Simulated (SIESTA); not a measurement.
A run of SIESTA 5.4.2 is set up as follows.

The input SnTe.fdf:

```
SystemName                      SnTe
SystemLabel                     SnTe
NumberOfSpecies                 2
NumberOfAtoms                   2
%block ChemicalSpeciesLabel
  1  52 Te
  2  50 Sn
%endblock ChemicalSpeciesLabel

LatticeConstant                 1.0 Ang
%block LatticeVectors
     0.0000000000     3.1508500000     3.1508500000
     3.1508500000     0.0000000000     3.1508500000
     3.1508500000     3.1508500000     0.0000000000
%endblock LatticeVectors
AtomicCoordinatesFormat         Fractional
%block AtomicCoordinatesAndAtomicSpecies
     0.5000000000     0.5000000000     0.5000000000  1  Te
     0.0000000000     0.0000000000     0.0000000000  2  Sn
%endblock AtomicCoordinatesAndAtomicSpecies

%block kgrid.MonkhorstPack
    7   0   0  0.0
    0   7   0  0.0
    0   0   7  0.0
%endblock kgrid.MonkhorstPack
XC.Functional                   GGA
XC.Authors                      PBEsol
PAO.BasisSize                   DZP
PAO.EnergyShift                 0.003 Ry
Mesh.Cutoff                     500 Ry
OccupationFunction              FD
ElectronicTemperature           0.05 eV
MaxSCFIterations                120
SCF.MustConverge                false
SCF.Mixer.Method                Pulay
SCF.Mixer.Weight                0.25
SCF.Mixer.History               8
SCF.DM.Tolerance                5.0e-05
SCF.H.Tolerance                 1.0e-03 eV
WriteForces                     true
Charge.Mulliken                 end
BandLinesScale                  ReciprocalLatticeVectors
%block BandLines
    1    0.000000   0.000000   0.000000  \Gamma
   12    0.500000   0.000000   0.500000  X
    6    0.500000   0.250000   0.750000  W
    4    0.375000   0.375000   0.750000  K
   13    0.000000   0.000000   0.000000  \Gamma
   11    0.500000   0.500000   0.500000  L
    8    0.625000   0.250000   0.625000  U
    4    0.500000   0.250000   0.750000  W
    9    0.500000   0.500000   0.500000  L
    8    0.375000   0.375000   0.750000  K
    1    0.625000   0.250000   0.625000  U
    4    0.500000   0.000000   0.500000  X
%endblock BandLines
%block PAO.Basis
  Te 4
  n=5 0 2
    5.613 0.000
  n=5 1 2
    7.253 0.000
  n=4 2 2
    3.260 0.000
  n=5 2 1
    7.253
  Sn 4
  n=5 0 2
    6.406 0.000
  n=5 1 2
    8.599 0.000
  n=4 2 2
    3.767 0.000
  n=5 2 1
    8.599
%endblock PAO.Basis
```

Potentials or basis: PseudoDojo 0.4 standard (PBEsol files), DZP (energy shift 0.003 Ry; two zetas on semicore shells).

Launch:

```sh
$ siesta SnTe.fdf > SnTe.out 2>&1
```

(1) What does it give for the band gap along the path?

(2) Predict the pressure.

Results:

(1) 0.11 eV, direct.

(2) 0.3 GPa.

Caveat: this odd mesh misses L, where the gap lies, so gap, dielectric constants and Born charges aren't listed; spin-orbit coupling is left out, which moves the levels of the heavy elements; the basis of atomic orbitals isn't converged, which shifts pressures, moduli and gaps.

**The experiment to reproduce.**

A printed reference work, textbook reports, for a bulk crystal of SnTe at 300 K: band gap 0.18 eV (direct).

Measured gap of SnTe: 0.18 eV (direct; 300 K; a printed reference work, textbook). This calculation gives 0.11 eV (-0.07 eV). Spin-orbit coupling on Sn, Te is left out. The value is that of PBEsol in an atomic basis (PseudoDojo 0.4 standard (PBEsol files), DZP (energy shift 0.003 Ry; two zetas on semicore shells)), whose error adds to the functional's,, without temperature or zero-point motion. Semilocal functionals fall short of measured gaps as a rule.
